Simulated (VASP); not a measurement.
Set up this calculation in VASP 6.6.1, as the native input.

```
Task                   : relaxation of cell and atoms
Functional             : PBE
Potentials or basis    : VASP PAW PBE potentials, release 64 (Sn_d, Te)
Cutoff                 : 520 eV
k mesh                 : 6 × 6 × 6
Occupations            : gaussian, width 0.02 eV
Spin                   : no spin polarisation
Further INCAR settings : ALGO = Normal; EDIFF = 1e-07; IBRION = 2; EDIFFG = -0.002; NSW = 80; ISIF = 3
```

The structure of SnTe lies in POSCAR:

```
SnTe                                    
1.0
    0.0000000000      3.2067922549      3.2067922549
    3.2067922549      0.0000000000      3.2067922549
    3.2067922549      3.2067922549     -0.0000000000
  Sn              Te            
     1     1
Direct
     1.0000000000000000    1.0000000000000000    0.0000000000000000
     0.5000000000000000    0.5000000000000000    0.5000000000000000
```

One way to write it, as run:

INCAR

```
SYSTEM = SnTe
PREC = Accurate
ENCUT = 520
EDIFF = 1E-7
ISMEAR = 0
SIGMA = 0.02
LREAL = .FALSE.
LASPH = .TRUE.
NELM = 60
ALGO = Normal
ISIF = 3
LWAVE = .FALSE.
LCHARG = .FALSE.
GGA = PE
IBRION = 2
NSW = 80
EDIFFG = -0.002
```

KPOINTS

```
Automatic mesh
0
G
  6 6 6
  0 0 0
```

Potentials or basis: VASP PAW PBE potentials, release 64 (Sn_d, Te).

Launch:

```bash
$ cat potpaw_PBE.64/Sn_d/POTCAR potpaw_PBE.64/Te/POTCAR > POTCAR
$ mpirun -np 1 vasp_std > vasp.out
```

Results of the run:

```
Pressure after relaxing : 0.0 GPa
Band gap on the k mesh  : 0.05 eV, direct
```

Caveat: the relaxation stopped at its first step, so nothing moved; spin-orbit coupling is left out, which moves the levels of the heavy elements.

It took 15 s on 1 thread of Intel(R) Xeon(R) Platinum 8488C (Sapphire Rapids), on a shared host, peak memory 0.21 GiB.
